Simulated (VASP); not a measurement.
Crystal: RbBr.

```xyz
2
Lattice="0.0000 3.4270 3.4270 3.4270 0.0000 3.4270 3.4270 3.4270 0.0000" Properties=species:S:1:pos:R:3 pbc="T T T"
Rb    0.0000    0.0000    0.0000
Br    3.4270    3.4270    3.4270
```

Program: VASP 6.6.1. Alike in all runs: potentials or basis VASP PAW PBE potentials, release 64 (Rb_sv, Br); cell as given; cutoff (eV) 520. Hardware: 1 thread of Intel(R) Xeon(R) Platinum 8488C (Sapphire Rapids), with other jobs on the host.

Task: Order these runs on this cell by their wall time, lowest first.
A. task band structure; level SCAN; spin SOC, no magnetisation; k mesh 5 × 5 × 5; smearing fermi-dirac 0.05 eV
B. task band structure; level SCAN; spin off; k mesh 7 × 7 × 7; smearing fermi-dirac 0.05 eV
C. task single point; level PBE; spin off; k mesh 7 × 7 × 7; smearing gaussian 0.012 eV
D. task band structure; level r2SCAN; spin off; k mesh 7 × 7 × 7; smearing fermi-dirac 0.05 eV

Result: C (17 s), D (160 s), B (320 s), A (1000 s).
